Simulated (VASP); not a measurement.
A run of VASP 6.6.1 is set up as follows.

POSCAR

```
Mo
1.0
   -1.5656100000      1.5656100000      1.5656100000
    1.5656100000     -1.5656100000      1.5656100000
    1.5656100000      1.5656100000     -1.5656100000
Mo
1
Direct
    1.0000000000      0.0000000000      1.0000000000
```

INCAR.step1

```
SYSTEM = Mo
PREC = Accurate ; ENCUT = 520
EDIFF = 1E-5 ; ISMEAR = 0
SIGMA = 0.1 ; LREAL = .False.
LASPH = .True. ; NELM = 100
ALGO = Normal ; ISIF = 2
LWAVE = .True. ; LCHARG = .False.
GGA = PE
```

INCAR.step2

```
SYSTEM = Mo
PREC = Accurate ; ENCUT = 520
EDIFF = 1E-7 ; ISMEAR = 0
SIGMA = 0.1 ; LREAL = .False.
LASPH = .True. ; NELM = 100
ALGO = Normal ; ISIF = 2
LWAVE = .False. ; LCHARG = .False.
GGA = PE ; LHFCALC = .True.
AEXX = 0.25 ; PRECFOCK = Fast
ISTART = 1
```

The input KPOINTS:

```
Automatic mesh
0
Gamma
  8 8 8
  0 0 0
```

Potentials or basis: VASP PAW PBE potentials, release 64 (Mo_sv).

Run with:

```sh
$ cat potpaw_PBE.64/Mo_sv/POTCAR > POTCAR
$ cp INCAR.step1 INCAR
$ mpirun -np 1 vasp_std > vasp.out
$ cp INCAR.step2 INCAR
$ mpirun -np 1 vasp_std > vasp.out
```

Q: Predict the pressure.

A: 4.0 GPa.

Q: Estimate the band gap on the k mesh.

A: None (metal or under the smearing width).

Caveat: the PAW data sets were made with another functional, which shifts forces and pressure a little.
